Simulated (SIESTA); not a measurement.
Ir:

```
CELL_PARAMETERS angstrom
0.00000 1.91560 1.91560
1.91560 0.00000 1.91560
1.91560 1.91560 0.00000
ATOMIC_POSITIONS crystal
Ir 0.00000 0.00000 0.00000
```

Base run:

* Program: SIESTA 5.4.2
* Functional: PBEsol
* Potentials or basis: PseudoDojo 0.4 standard (PBE files)
* Basis: DZP (energy shift 0.003 Ry; two zetas on semicore shells)
* Grid cutoff: 800 Ry
* Energy shift: 0.003 Ry
* k mesh: 12 × 12 × 12
* Occupations: fermi-dirac, width 0.05 eV
* Spin: no spin polarisation

Its results: band gap on the k mesh none (metal or under the smearing width); pressure 3.2 GPa.

**Question.** After a change of settings the same cell gave: band gap on the k mesh none (metal or under the smearing width); pressure 14.3 GPa. Which change was it?
A. k mesh from 12 × 12 × 12 to 9 × 9 × 9
B. functional from PBEsol to LDA; potentials or basis from PseudoDojo 0.4 standard (PBE files) to PseudoDojo 0.4 standard (LDA files)
C. functional from PBEsol to PBE

**Answer.** C.

PBE binds less tightly than PBEsol, so the same cell stands under more pressure.

Caveats: short orbitals over semicore shells can move pressures by several GPa; the valence orbitals were made in a potential fitted to the semicore shell under them, which widens gaps by tenths of an eV or more; the basis of atomic orbitals isn't converged, which shifts pressures, moduli and gaps; the potentials were made for another functional, which shifts forces and pressure (some runs).

Not every run made on this cell is shown here.
